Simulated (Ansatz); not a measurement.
A 5-atom cell of KZnF3 started from a crystallographic database at its r2SCAN geometry, run in the PAW code Ansatz at 4 levels of theory. Calculated for a static, non-magnetic cell.

The r2SCAN input:
```yaml
crystal:
  lattice:
    - [4.046168013, 0.0, 0.0]
    - [0.0, 4.046168013, 0.0]
    - [0.0, 0.0, 4.046168013]
  atoms:
    - { symbol: K, position: [0.0, 0.0, 0.0] }
    - { symbol: Zn, position: [0.5, 0.5, 0.5] }
    - { symbol: F, position: [0.5, 0.5, 0.0] }
    - { symbol: F, position: [0.0, 0.5, 0.5] }
    - { symbol: F, position: [0.5, 0.0, 0.5] }
kpoints:
  mp_grid: { grid: [6, 6, 6] }
  band_path:
    path: [[0.0, 0.0, 0.0], [0.0, 0.5, 0.0], [0.5, 0.5, 0.0], [0.5, 0.5, 0.5]]
    npoints: 1
hamiltonian:
  xc: r2scan
scf:
  occupations: { method: fixed }
  n_extra_bands: 5
output:
  forces: true
  stress: true
  eigenvalues: true
```

Main results, then, where recorded, the levels near the gap in eV from the Fermi energy (columns number the bands from 0), one row a point of the path (Γ, X, M, R):
```
Crystal: 5 atoms, lattice volume = 66.242 Å³
Symmetry: 48 space group operations
Space group: Pm-3m (ITA 221)
```
```
Basis set: ecut = 500 eV, 1743 PW (Γ)
k-points: 20 of 216
SCF 1 converged in 7 iterations: F = -7302.895717 eV  dr2 = 1.01e-8
Free energy (F): -7302.895717 eV
Fermi energy:    3.780419 eV
--- Stress (GPa, compression-positive) ---
        0.012966       0.000000       0.000000
        0.000000       0.012966       0.000000
        0.000000       0.000000       0.012966
  P = ⅓ Tr σ = 0.0130 GPa (0.130 kbar)
```
```tsv
band_18	band_19	band_20	band_21	band_22	band_23
-1.973	-1.973	-1.973	4.638	9.332	9.332
-1.799	-1.799	-1.521	7.419	9.060	10.299
-1.882	-1.635	-0.003	8.895	10.842	11.047
-1.618	0.000	0.000	9.243	9.243	9.243
```

r2SCAN gives an indirect gap of 4.64 eV, from R to Γ; the least direct gap is 6.61 eV at Γ.

**Question.** In the first input these blocks are replaced (the band path and keys that only write files left aside):
```yaml
crystal:
  host: atoms
kpoints:
  mp_grid: { grid: [4, 4, 4] }
hamiltonian:
  xc:
    exchange: pbe
    correlation: pbe
    exx: { coeff: inverse_dielectric }
```
What comes out?

**Answer.**
```
ε∞ on k-mesh 4×4×4 of a primitive cell: xx 2.3913, yy 2.3913, zz 2.3913; 3/Tr ε∞, of that cell with its empty space = 0.41818225452275243
Basis set: ecut = 420 eV, 1309 PW (Γ)
k-points: 10 of 64
SCF 1 stopped early in 2 iterations: F = -7286.262820 eV  dr2 = 4.10e-4
Exchange kernel: α = 0.4182, full range, Wigner–Seitz truncation, v(0) = 8977.4022 eV·Å³, q-mesh 4×4×4
SCF 2 stopped early in 6 iterations: F = -7288.540105 eV  dr2 = 5.54e-5
hybrid outer 1: dexx = +1.013e-1 eV, tail = 6.85e-4 eV
SCF 3 converged in 5 iterations: F = -7288.538593 eV  dr2 = 4.75e-9
hybrid outer 2: dexx = +1.677e-5 eV, tail = 6.61e-7 eV, Δε = 1.11e-2 eV
SCF 4 converged in 2 iterations: F = -7288.538595 eV  dr2 = 3.79e-9
hybrid outer 3: dexx = +1.574e-8 eV, tail = 1.15e-8 eV, Δε = 3.30e-4 eV, ΔF = 3.46e-26 eV/Å
Free energy (F): -7288.538595 eV
Fermi energy:    0.565086 eV
--- Stress (GPa, compression-positive) ---
       -0.016067       0.000000       0.000000
        0.000000      -0.016067       0.000000
        0.000000       0.000000      -0.016067
  P = ⅓ Tr σ = -0.0161 GPa (-0.161 kbar)
```
```tsv
band_18	band_19	band_20	band_21	band_22	band_23
-1.646	-1.646	-1.646	9.334	14.035	14.035
-1.820	-1.820	-1.804	12.332	13.619	15.116
-1.941	-1.376	-0.004	13.922	15.632	15.715
-1.359	0.000	0.000	13.931	13.931	13.931
```
With DDH-PBE0 the valence top lies at R and the conduction bottom at Γ, 9.33 eV higher; the smallest vertical gap, at Γ, is 10.98 eV. The mean stress, 0.0 GPa, is small, and the program warns that its thresholds are loose for a hybrid's stress.

PBE0. Against the first input these blocks differ (the band path and keys that only write files left aside):
```yaml
kpoints:
  mp_grid: { grid: [4, 4, 4] }
hamiltonian:
  xc: pbe0
```

```
Basis set: ecut = 420 eV, 1309 PW (Γ)
k-points: 10 of 64
SCF 1 stopped early in 2 iterations: F = -7286.258791 eV  dr2 = 1.95e-4
Exchange kernel: α = 0.2500, full range, Wigner–Seitz truncation, v(0) = 8977.4022 eV·Å³, q-mesh 4×4×4
SCF 2 stopped early in 6 iterations: F = -7287.506570 eV  dr2 = 1.36e-5
hybrid outer 1: dexx = +2.362e-2 eV, tail = 1.11e-4 eV
SCF 3 converged in 4 iterations: F = -7287.506211 eV  dr2 = 1.21e-9
hybrid outer 2: dexx = +2.196e-6 eV, tail = 4.95e-8 eV, Δε = 3.99e-3 eV
Free energy (F): -7287.506211 eV
Fermi energy:    2.068596 eV
--- Stress (GPa, compression-positive) ---
        1.824966       0.000000       0.000000
        0.000000       1.824966       0.000000
        0.000000       0.000000       1.824966
  P = ⅓ Tr σ = 1.8250 GPa (18.250 kbar)
```
```tsv
band_18	band_19	band_20	band_21	band_22	band_23
-1.718	-1.718	-1.718	7.108	11.892	11.892
-1.784	-1.784	-1.738	10.019	11.487	12.921
-1.895	-1.418	-0.003	11.575	13.425	13.491
-1.400	0.000	0.000	11.722	11.722	11.722
```

With PBE0 the valence top lies at R and the conduction bottom at Γ, 7.11 eV higher; the smallest vertical gap, at Γ, is 8.83 eV. The mean pressure is +1.8 GPa (compression positive), so PBE0 would enlarge the cell's volume. (The program warns that its thresholds are loose for a hybrid's stress.)

**Question.** In the first input these blocks are replaced (the band path and keys that only write files left aside):
```yaml
kpoints:
  mp_grid: { grid: [4, 4, 4] }
hamiltonian:
  xc: hf
```
What comes out?

**Answer.**
```
Basis set: ecut = 420 eV, 1309 PW (Γ)
k-points: 10 of 64
SCF 1 stopped early in 2 iterations: F = -7200.696836 eV  dr2 = 7.14e-4
Exchange kernel: α = 1.0000, full range, Wigner–Seitz truncation, v(0) = 8977.4022 eV·Å³, q-mesh 4×4×4
SCF 2 stopped early in 6 iterations: F = -7207.390986 eV  dr2 = 8.70e-4
hybrid outer 1: dexx = +1.066e0 eV, tail = 1.75e-2 eV
SCF 3 stopped early in 5 iterations: F = -7207.374164 eV  dr2 = 7.63e-7
hybrid outer 2: dexx = +1.164e-3 eV, tail = 1.10e-4 eV, Δε = 1.31e-1 eV
SCF 4 converged in 7 iterations: F = -7207.374142 eV  dr2 = 4.88e-10
hybrid outer 3: dexx = +1.245e-5 eV, tail = 6.54e-7 eV, Δε = 8.34e-3 eV
SCF 5 converged in 2 iterations: F = -7207.374142 eV  dr2 = 8.04e-9
hybrid outer 4: dexx = +4.525e-8 eV, tail = 2.45e-8 eV, Δε = 5.15e-4 eV, ΔF = 1.35e-27 eV/Å
Free energy (F): -7207.374142 eV
Fermi energy:    -3.410822 eV
--- Stress (GPa, compression-positive) ---
        3.103894       0.000000       0.000000
        0.000000       3.103894       0.000000
        0.000000       0.000000       3.103894
  P = ⅓ Tr σ = 3.1039 GPa (31.039 kbar)
```
```tsv
band_18	band_19	band_20	band_21	band_22	band_23
-1.468	-1.468	-1.468	17.222	21.415	21.415
-1.861	-1.741	-1.741	20.507	21.074	22.655
-2.028	-1.277	-0.005	22.083	23.239	23.548
-1.262	0.000	0.000	21.712	21.712	21.712
```
With Hartree-Fock the valence top lies at R and the conduction bottom at Γ, 17.22 eV higher; the smallest vertical gap, at Γ, is 18.69 eV. The mean pressure is +3.1 GPa (compression positive), so Hartree-Fock would enlarge the cell's volume. (The program warns that its thresholds are loose for a hybrid's stress.)

The hybrids run on coarser meshes, which limits their stresses and small splittings of levels.

Totals of different functionals can't be compared.

The meshes of the hybrids are coarse, so their gaps aren't converged to the digits shown.
